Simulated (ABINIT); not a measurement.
BN:

```
CELL_PARAMETERS angstrom
1.25112 0.72234 3.37293
-1.25112 0.72234 3.37293
0.00000 -1.44467 3.37293
ATOMIC_POSITIONS crystal
N 0.66724 0.66724 0.66724
B 0.00033 0.00033 0.00033
```

The cell is a database's computed one.

Base run:

* Program: ABINIT 10.8.3 (patched build)
* Functional: TB-mBJ
* Potentials or basis: JTH PAW LDA v2.0
* Cutoff: 844 eV
* k mesh: 12 × 12 × 12
* Occupations: fermi-dirac, width 0.05 eV
* Spin: no spin polarisation

Its results: band gap on the k mesh 5.90 eV, indirect (least direct gap 6.57 eV).

Task: The run is repeated on the same cell with these changes: functional from TB-mBJ to r2SCAN; potentials or basis from JTH PAW LDA v2.0 to JTH PAW PBE v2.0. What comes out?

Result: Band gap on the k mesh 4.80 eV, indirect (least direct gap 5.36 eV).

Caveats: the atomic spheres overlap; the constant c of TB-mBJ comes from the pseudo density here, which moves gaps by up to 0.3 eV between sets of potentials (some runs).

A k mesh can miss the band edges.
